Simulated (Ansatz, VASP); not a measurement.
# Two plane-wave programs on GaN

```
Ga N
1.0
     0.00000    2.24895    2.24895
     2.24895    0.00000    2.24895
     2.24895    2.24895    0.00000
Ga N
1 1
Direct
  0.00000 0.00000 0.00000
  0.25000 0.25000 0.25000
```

The cell was built by a generator and needn't be a form met in nature.

Alike in both runs: task single point; functional PBE; k mesh 6 × 6 × 6; no spin polarisation.

|  | VASP | Ansatz |
| --- | --- | --- |
| version | VASP 6.6.1 | Ansatz 0.2.0 |
| potentials or method | VASP PAW PBE potentials, release 64 (Ga_d, N) | plane waves, PAW |
| plane-wave cutoff (eV) | 520 | 420 |
| occupations | gaussian, width 0.01 eV | fixed |
| valence electrons in the cell | 18 | 18 |

Ansatz gave:

```
gap on the k mesh at the Fermi level (eV) : 1.75
pressure (GPa)                            : 6.2
```

Question: Which values does VASP return?

Answer: gap on the k mesh at the Fermi level (eV): 1.76; pressure (GPa): 6.2.
